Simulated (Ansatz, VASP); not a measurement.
**CaB2: VASP beside Ansatz**

INCAR

```
ALGO     = Normal         # electronic algorithm
EDIFF    = 1E-6           # SCF threshold, eV
ENCUT    = 520            # plane-wave cutoff, eV
GGA      = PS             # functional
ISIF     = 2              # what is computed and relaxed
ISMEAR   = 0              # smearing method
LASPH    = T              # aspherical terms in the spheres
LCHARG   = F              # write CHGCAR
LREAL    = F              # projectors in reciprocal space
LWAVE    = F              # write WAVECAR
NBANDS   = 15             # bands
NELM     = 80             # most SCF steps
PREC     = Accurate       # precision mode
SIGMA    = 0.1            # smearing width, eV
```

File KPOINTS:

```
k-points
0
Gamma
  15 15 10
```

The input POSCAR:

```
CaB2
1.0
    3.1318636127      0.0000000000      0.0000000000
   -1.5659318063      2.7122734497      0.0000000000
    0.0000000000      0.0000000000      3.8261549805
Ca B
1 2
Direct
    0.0000000000      0.0000000000      0.0000000000
    0.3333333300      0.6666666700      0.5000000000
    0.6666666700      0.3333333300      0.5000000000
```

Input for Ansatz:

```yaml
crystal:
  lattice:
    - [3.1318636127, 0.0, 0.0]
    - [-1.5659318063, 2.7122734497, 0.0]
    - [0.0, 0.0, 3.8261549805]
  atoms:
    - { symbol: Ca, position: [0.0, 0.0, 0.0] }
    - { symbol: B, position: [0.33333333, 0.66666667, 0.5] }
    - { symbol: B, position: [0.66666667, 0.33333333, 0.5] }
basis:
  ecutwfc: 420
kpoints:
  mp_grid: { grid: [15, 15, 10] }
hamiltonian:
  xc: pbesol
scf:
  occupations: { method: gaussian, width: 0.1 }
output:
  forces: true
  stress: true
  eigenvalues: true
  write_density: true
  write_potential: true
  elf: true
  volumetric_format: npy
```

Alike in both runs: task single point; functional PBEsol; k mesh 15 × 15 × 10; occupations gaussian, width 0.1 eV; no spin polarisation.

|  | VASP | Ansatz |
| --- | --- | --- |
| version | VASP 6.6.1 | Ansatz 0.2.0 |
| potentials or method | VASP PAW PBE potentials, release 64 (Ca_sv, B) | scalar-relativistic, plane waves, PAW |
| plane-wave cutoff (eV) | 520 | 420 |
| valence electrons in the cell | 16 | 16 |

Ansatz gave:

- gap on the k mesh at the Fermi level (eV): none
- pressure (GPa): 14.0
- largest component of the traceless stress (GPa): 5.45

Problem. Estimate VASP's values.

Solution. gap on the k mesh at the Fermi level (eV): none; pressure (GPa): 14.6; largest component of the traceless stress (GPa): 5.60.

A gap of «none» marks a metal or a gap that the smearing closes. The functional is the same, so the differences come from potentials, cutoffs and numerics.

Caveats: the PAW data sets were made with another functional, which shifts forces and pressure a little (VASP).
